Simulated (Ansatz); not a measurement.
RuO2:
```cif
data_O4Ru2
_chemical_formula_sum 'Ru2 O4'
_space_group_name_H-M_alt 'P 1'
_space_group_IT_number 1
_cell_length_a 4.46662
_cell_length_b 4.46662
_cell_length_c 3.09313
_cell_angle_alpha 90.000
_cell_angle_beta 90.000
_cell_angle_gamma 90.000
loop_
_space_group_symop_operation_xyz
  'x, y, z'
loop_
_atom_site_label
_atom_site_type_symbol
_atom_site_fract_x
_atom_site_fract_y
_atom_site_fract_z
_atom_site_occupancy
Ru1 Ru 0.50000 0.50000 0.50000 1
Ru2 Ru 0.00000 0.00000 0.00000 1
O1 O 0.80613 0.19387 0.50000 1
O2 O 0.19387 0.80613 0.50000 1
O3 O 0.30613 0.30613 0.00000 1
O4 O 0.69387 0.69387 0.00000 1
```

Relaxed with PBEsol.

Question: Which orbitals make up the states near the Fermi level in PBEsol (plane waves, PAW; program Ansatz)?

Answer: Within 0.5 eV of the Fermi level: Ru 4d 71 %, O 2p 27 %. Projections are on Löwdin-orthogonalised atomic valence shells; empty p or d shells of many metals are not among them.

Question: Tabulate the density of states.

Answer: States/eV per cell of 6 atoms, in 0.25 eV bins, energy from the Fermi level.

| E (eV) | total | O 2p | Ru 4d | O 2s |
|---|---|---|---|---|
| -7.85 | 1.88 | 1.19 | 0.61 | 0.02 |
| -7.60 | 5.10 | 3.16 | 1.76 | 0.03 |
| -7.35 | 5.35 | 3.36 | 1.83 | 0.02 |
| -7.10 | 9.61 | 6.05 | 3.36 | 0.02 |
| -6.85 | 6.27 | 3.89 | 2.23 | 0.03 |
| -6.60 | 1.19 | 0.74 | 0.41 | 0.01 |
| -6.35 | 1.74 | 1.20 | 0.44 | 0.03 |
| -6.10 | 3.35 | 2.40 | 0.73 | 0.07 |
| -5.85 | 3.38 | 2.42 | 0.77 | 0.07 |
| -5.60 | 3.62 | 2.61 | 0.81 | 0.08 |
| -5.35 | 3.25 | 2.37 | 0.71 | 0.06 |
| -5.10 | 3.57 | 2.61 | 0.79 | 0.07 |
| -4.85 | 5.43 | 4.12 | 1.06 | 0.09 |
| -4.60 | 6.13 | 4.70 | 1.21 | 0.07 |
| -4.35 | 5.55 | 4.19 | 1.19 | 0.05 |
| -4.10 | 4.64 | 3.49 | 1.03 | 0.03 |
| -3.85 | 4.05 | 3.15 | 0.80 | 0.02 |
| -3.60 | 3.71 | 3.04 | 0.57 | 0.02 |
| -3.35 | 4.07 | 3.41 | 0.56 | 0.02 |
| -3.10 | 3.68 | 3.18 | 0.43 | 0.02 |
| -2.85 | 3.71 | 3.39 | 0.26 | 0.02 |
| -2.60 | 1.77 | 1.64 | 0.10 | 0.01 |
| -2.35 | 0.79 | 0.74 | 0.04 | 0.00 |
| -2.10 | 0.42 | 0.41 | 0.01 | 0.00 |
| -1.85 | 0.07 | 0.07 | 0.00 | 0.00 |
| -1.60 | 0.79 | 0.09 | 0.69 | 0.00 |
| -1.35 | 3.55 | 0.47 | 3.03 | 0.01 |
| -1.10 | 3.70 | 0.62 | 3.00 | 0.02 |
| -0.85 | 4.84 | 0.91 | 3.80 | 0.04 |
| -0.60 | 8.25 | 1.25 | 6.82 | 0.06 |
| -0.35 | 7.32 | 1.58 | 5.57 | 0.03 |
| -0.10 | 4.01 | 1.15 | 2.76 | 0.01 |
| 0.15 | 2.40 | 0.82 | 1.52 | 0.01 |
| 0.40 | 3.21 | 1.18 | 1.95 | 0.01 |
| 0.65 | 3.22 | 1.22 | 1.91 | 0.01 |
| 0.90 | 3.48 | 1.37 | 2.02 | 0.01 |
| 1.15 | 2.44 | 0.99 | 1.39 | 0.01 |
| 1.40 | 0.56 | 0.22 | 0.31 | 0.00 |
| 1.65 | 0.24 | 0.09 | 0.14 | 0.01 |
| 1.90 | 0.29 | 0.03 | 0.21 | 0.05 |
| 2.15 | 1.76 | 0.19 | 1.23 | 0.29 |
| 2.40 | 1.75 | 0.29 | 1.16 | 0.25 |
| 2.65 | 2.07 | 0.43 | 1.31 | 0.26 |
| 2.90 | 2.28 | 0.56 | 1.40 | 0.25 |
| 3.15 | 2.21 | 0.60 | 1.32 | 0.22 |
| 3.40 | 2.00 | 0.60 | 1.16 | 0.17 |
| 3.65 | 2.39 | 0.76 | 1.36 | 0.18 |
| 3.90 | 3.15 | 1.12 | 1.75 | 0.16 |
| 4.15 | 3.52 | 1.38 | 1.92 | 0.12 |
| 4.40 | 3.27 | 1.34 | 1.76 | 0.08 |
| 4.65 | 2.40 | 1.01 | 1.27 | 0.05 |

Space group P4_2/mnm (rutile). The cell was relaxed with PBEsol under the symmetry of its start. No spin polarisation was allowed. Scalar-relativistic: spin–orbit coupling is off unless named, which matters more the heavier the elements.

Potentials: the earlier of the program's two PAW sets. The files were generated under PBE; for other functionals the program regenerates the frozen cores, and for LDA and PBEsol the local potential too.
